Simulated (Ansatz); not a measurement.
Crystal: Cd.

```
CELL_PARAMETERS angstrom
2.97887 0.00000 0.00000
-1.48944 2.57978 0.00000
0.00000 0.00000 5.61765
ATOMIC_POSITIONS crystal
Cd 0.66667 0.33333 0.75000
Cd 0.33333 0.66667 0.25000
```

Below is the output of Ansatz 0.2.0 for this cell. Logs are shortened: lines on timing, memory, paths and dates and some standing lists are left out, and cuts for length are marked.

```text
Warning: output.stress: scf.convergence.dr2_threshold = 1e-7 eV (the SCF's general default) is looser than the 2e-10 eV advised for a printed stress (1e-10 eV for each atom of the cell: 2). What an SCF threshold leaves in a stress goes as its square root, and in the free energy as the threshold itself, and one threshold admits the most on a small cell: of the crystals measured, under no hybrid functional and no lock of the moments, on runs that ended without the residual-converged pass, on stresses that held no estimate of that error, the worst erred by over 100 MPa in a component at 1e-7 eV an atom and by under 5 at 1e-10. Set scf.convergence.dr2_threshold to 2e-10 eV or tighter. The threshold is an SCF's pass mark: one that does not reach it within its budget of iterations ends unconverged, or closes short of it on a stop that the run arms, and scf.convergence.dr2_threshold's page says what that costs each kind of run
Warning: output.stress: scf.exx.energy_threshold = 1e-6 eV is looser than the 2e-8 eV advised for a stress under a hybrid functional (1e-8 eV for each atom of the cell: 2). Every SCF of the exchange loop can meet its threshold on dr2 while the loop round them stops early: no threshold on dr2 bounds what that leaves in the stress. Set scf.exx.energy_threshold to 2e-8 eV or tighter. The threshold is the loop's pass mark: a loop that does not reach it within its budget of cycles ends unconverged, and scf.exx.energy_threshold's page has the law
Warning: RAYON_NUM_THREADS=2 ignored (pool sized by the plan → 2); use --threads N
scf.n_extra_bands = 6 over 20 filled bands (N_el = 40.0): the run solves 26 bands
Engine: ansatz 0.2.0, aarch64-unknown-linux-gnu
Pseudopotentials: kind: paw
Pseudopotential: Cd, paw, valence charge 20, recommended cutoff 420 eV (normal), Cd.paw.azcp
Functional definition: HSE06
  parameter a = 0.25
  parameter omega = 0.11/bohr
  exchange = pbe_x - a*pbe_x_sr(omega) + a*exact_x_sr(omega)
  correlation = pbe_c
Crystal: 2 atoms, lattice volume = 43.171 Å³
Basis set: ecut = 420 eV, 835 PW (Γ), exchange–correlation on 40×40×80 points (8 copies of the dense FFT grid, shifted against one another)
Bands: 26, of which v1, the nominal top of the filled ones, is band 20 counted from 1 (19 counted from 0)
Symmetry: 24 space group operations
Space group: P63/mmc (ITA 194), of the structure as read, at distance tolerance 3.5e-5 Å
k-points: 14 of 108
Non-local potential: Cd, projectors of the file, l = 0: 3, l = 1: 2, l = 2: 2, l = 3: 1
PAW form: soft (Blöchl's): semilocal exchange-correlation on the pseudo side does not see the compensation charge
[... 43 lines left out ...]
Stability not checked: this state was not tested for a lower state beside it, because the functional holds exact exchange (a hybrid, or Hartree-Fock), whose exchange loop this test does not read (fock_operator; see scf.lower_state_search)
Free energy (F): -16516.242650 eV
Frozen-core exchange: fock
Harris-Foulkes:  -16516.242650 eV  (|F-HF|=3.67e-10)
Internal energy: -16516.236121 eV  (E = F + TS)
E sigma→0 (E₀):  -16516.239385 eV
Entropy (-TS):   -0.006529 eV (-3.264 meV/atom)
Fermi energy:    15.150234 eV
--- Per-component energies (eV) ---
  E_band       = -901.708294
  E_kinetic    = 1011.760379
  E_local      = -5884.830317  (includes V_loc(G=0)·N_el)
  E_nonlocal   = 65.224048
  E_hartree    = 2775.098552
  E_xc         = -282.914560
  E_vxc        = -352.009016  (∫ρ·V_xc dr)
  E_exx        = -175.878813  (= α·E_x^exact, valence–valence)
  E_paw        = -8068.859018  (= ΣΔE_a)
  E_vpaw       = -940.294439  (= ΣTr[D̂ρ^β])
  E_aug_tail   = 0.000029  (compensation charges beyond the density's cutoff)
  E_ewald      = -5954.632409
  E_core_change = -1.204011  (= ΣΔE_core)
  E_smearing   = -0.006529  (= −TS)
  E_closure    = -0.000000  (closes the sum)
  Σ components = -16516.242650   (vs F -16516.242650, Δ=0.00e0)
--- Forces (eV/Å), atoms counted from 1 ---
  atom   1  Cd     0.00000000    -0.00000000    -0.00000000
  atom   2  Cd    -0.00000000     0.00000000     0.00000000
  max |Σ_I F_I| component: 9.25e-18 eV/Å
--- Stress (GPa, compression-positive) ---
        1.215724      -0.000000       0.000000
        0.000000       1.215724       0.000000
        0.000000       0.000000       2.795403
  P = ⅓ Tr σ = 1.7423 GPa (17.423 kbar)
--- Band table (eV; the first three rows and the last of 14) ---
  k-point 0: bands = ["-94.0885", "-94.0870", "-53.7805", "-53.7603", "-53.7603", "-53.7589", "-53.7585", "-53.7585", "3.0403", "3.2943", "3.6240", "3.6240", "3.6758", "3.6758", "4.1827", "4.1827", "4.4439", "4.4439", "4.6082", "11.2003", "11.2230", "25.8156", "29.1137", "30.3633", "30.3806", "30.4169"]
  k-point 1: bands = ["-94.0880", "-94.0873", "-53.7752", "-53.7644", "-53.7598", "-53.7598", "-53.7589", "-53.7589", "3.1063", "3.2355", "3.6236", "3.6236", "3.6512", "3.6512", "4.2621", "4.2621", "4.3911", "4.3911", "5.3452", "7.5628", "16.0515", "21.5629", "29.2046", "29.7676", "30.8282", "30.8282"]
  k-point 2: bands = ["-94.0872", "-94.0859", "-53.7776", "-53.7755", "-53.7734", "-53.7645", "-53.7620", "-53.7584", "3.2097", "3.4365", "3.5384", "3.6950", "3.8808", "3.9233", "3.9539", "4.1011", "4.1702", "4.4451", "5.3971", "11.7371", "12.3163", "24.4115", "26.7527", "27.4155", "28.5327", "29.2050"]
  k-point 13: bands = ["-94.0824", "-94.0824", "-53.8037", "-53.8029", "-53.8029", "-53.8013", "-53.7614", "-53.7614", "3.5097", "3.5097", "3.5107", "3.7564", "3.8503", "3.8503", "3.9608", "4.0294", "4.4046", "4.4046", "15.3337", "15.3337", "15.7873", "17.3936", "17.3936", "17.6977", "24.1645", "24.1645"]
```

**Question.** Write the input and the command behind it.

**Answer.** Projected density of states with HSE06, no spin polarisation. The files as run (others can give the same):

input.yaml
```yaml
crystal:
  lattice:
    - [2.97887, 0.0, 0.0]
    - [-1.489435, 2.5797770946, 0.0]
    - [0.0, 0.0, 5.61765]
  atoms:
    - { symbol: Cd, position: [0.6666666667, 0.3333333333, 0.75] }
    - { symbol: Cd, position: [0.3333333333, 0.6666666667, 0.25] }
hamiltonian:
  xc: hse06
  pseudopotentials: { kind: paw }
kpoints:
  mp_grid: { grid: [6, 6, 3] }
scf:
  occupations: { method: fermi_dirac, width: 0.05 }
  n_extra_bands: 6
output:
  forces: true
  stress: true
  eigenvalues: true
  dos: { projected: true, de: 0.05 }
  write_density: true
  write_potential: true
  elf: true
  volumetric_format: npy
```

Potentials or basis: Ansatz PAW.
Run with:
```sh
$ ansatz run input.yaml --threads 2 --pin off --max-ram 5632MiB --backend cpu --events-out ev --progress --plain --runs-dir out
```

Caveat: the k mesh is coarse (spacing up to 0.41 Å⁻¹), so the values aren't converged, least of all with exact exchange; the PAW data sets come from PBE, with cores solved anew for the run's functional, which leaves a small shift of forces and pressure; the density of states is complete only up to the lowest level of the last band computed; the thresholds are loose for stress.
